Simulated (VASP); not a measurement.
## HfS2: single point with PBE+D3(BJ)

HfS2, a slab with vacuum:

```
S Hf
1.0
     3.61833    0.00000    0.00000
    -1.80917    3.13357    0.00000
     0.00000    0.00000   31.82442
S Hf
2 1
Direct
  0.66667 0.33333 0.45427
  0.33333 0.66667 0.54573
  0.00000 0.00000 0.50000
```

| Quantity | Value |
| --- | --- |
| Program | VASP 6.6.1 |
| Task | single point |
| Functional | PBE |
| Dispersion | D3(BJ) |
| Potentials or basis | VASP PAW PBE potentials, release 64 (S, Hf_pv) |
| Cutoff | 520 eV |
| k mesh | 9 × 9 × 1 |
| Occupations | gaussian, width 0.02 eV |
| Spin | no spin polarisation |

The largest force is 0.066 eV/Å. The band gap on the k mesh is 1.25 eV, indirect (least direct gap 2.08 eV) and the dispersion energy per atom is -0.228 eV.

Forces on the atoms (eV/Å):
```
S    0.000  0.000  0.066
S    0.000  0.000 -0.066
Hf   0.000  0.000  0.000
```

Levels at points of the mesh, in eV from the valence-band top:
| k point | band 9 | band 10 | band 11 | band 12 | band 13 | band 14 |
| --- | --- | --- | --- | --- | --- | --- |
| (0.00, 0.00, 0.00) | -0.93 | 0.00 | 0.00 | 2.08 | 2.08 | 2.77 |

Wall time 4.2 min on 1 thread of Intel(R) Xeon(R) Platinum 8488C (Sapphire Rapids) (shared host), peak memory 0.47 GiB.

Caveat: spin-orbit coupling is left out, which moves the levels of the heavy elements.
